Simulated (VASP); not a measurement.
Write the native input for VASP 6.6.1 that does the following.

- Task: band structure
- Functional: PBEsol
- Potentials or basis: VASP PAW PBE potentials, release 64 (Ta_pv, S)
- Cutoff: 520 eV
- k mesh: 9 × 9 × 5
- Occupations: fermi-dirac, width 0.05 eV
- Spin: no spin polarisation
- Further INCAR settings: ALGO = Fast; EDIFF = 1e-06

TaS2:

```xyz
3
Lattice="3.3500 0.0000 0.0000 -1.6750 2.9012 0.0000 0.0000 0.0000 5.8600" Properties=species:S:1:pos:R:3 pbc="T T T"
Ta    0.0000    0.0000    0.0000
S     1.6750    0.9671    4.3950
S     0.0000    1.9341    1.4650
```

The input as run:

POSCAR

```
TaS2
1.0
    3.3500000000      0.0000000000      0.0000000000
   -1.6750000000      2.9011851027      0.0000000000
    0.0000000000      0.0000000000      5.8600000000
Ta S
1 2
Direct
    0.0000000000      0.0000000000      0.0000000000
    0.6666666667      0.3333333333      0.7500000000
    0.3333333333      0.6666666667      0.2500000000
```

INCAR.step1

```
SYSTEM = TaS2
ALGO = Fast ; EDIFF = 1E-6
ENCUT = 520 ; GGA = PS
ISIF = 2 ; ISMEAR = -1
LASPH = .TRUE. ; LCHARG = .TRUE.
LMAXMIX = 4 ; LREAL = .FALSE.
LWAVE = .FALSE. ; NELM = 80
PREC = Accurate ; SIGMA = 0.05
```

KPOINTS.step1

```
k-points
0
G
  9 9 5
  0 0 0
```

INCAR.step2

```
SYSTEM = TaS2
ALGO = Fast ; EDIFF = 1E-6
ENCUT = 520 ; GGA = PS
ICHARG = 11 ; ISIF = 2
ISMEAR = 0 ; LASPH = .TRUE.
LCHARG = .FALSE. ; LMAXMIX = 4
LREAL = .FALSE. ; LWAVE = .FALSE.
NELM = 80 ; PREC = Accurate
SIGMA = 0.05
```

KPOINTS.step2

```
path GMKGALHA,LM,KH
15
line-mode
reciprocal
 0.0000000000  0.0000000000  0.0000000000  G
 0.5000000000  0.0000000000  0.0000000000  M

 0.5000000000  0.0000000000  0.0000000000  M
 0.3333333333  0.3333333333  0.0000000000  K

 0.3333333333  0.3333333333  0.0000000000  K
 0.0000000000  0.0000000000  0.0000000000  G

 0.0000000000  0.0000000000  0.0000000000  G
 0.0000000000  0.0000000000  0.5000000000  A

 0.0000000000  0.0000000000  0.5000000000  A
 0.5000000000  0.0000000000  0.5000000000  L

 0.5000000000  0.0000000000  0.5000000000  L
 0.3333333333  0.3333333333  0.5000000000  H

 0.3333333333  0.3333333333  0.5000000000  H
 0.0000000000  0.0000000000  0.5000000000  A

 0.5000000000  0.0000000000  0.5000000000  L
 0.5000000000  0.0000000000  0.0000000000  M

 0.3333333333  0.3333333333  0.0000000000  K
 0.3333333333  0.3333333333  0.5000000000  H
```

Potentials or basis: VASP PAW PBE potentials, release 64 (Ta_pv, S).

Command:

```sh
$ cat potpaw_PBE.64/Ta_pv/POTCAR potpaw_PBE.64/S/POTCAR > POTCAR
$ cp INCAR.step1 INCAR
$ cp KPOINTS.step1 KPOINTS
$ mpirun -np 1 vasp_std > vasp.out
$ cp INCAR.step2 INCAR
$ cp KPOINTS.step2 KPOINTS
$ mpirun -np 1 vasp_std > vasp.out
```

It gave:

```
Band gap along the path : none (metal or under the smearing width)
```

Caveat: the log is that of the step along the path at fixed density, whose energy, stress, charges and moments have no meaning; spin-orbit coupling is left out, which moves the levels of the heavy elements.

Wall time 110 s on 1 thread of Intel(R) Xeon(R) Platinum 8488C (Sapphire Rapids), on a shared host, peak memory 0.26 GiB.
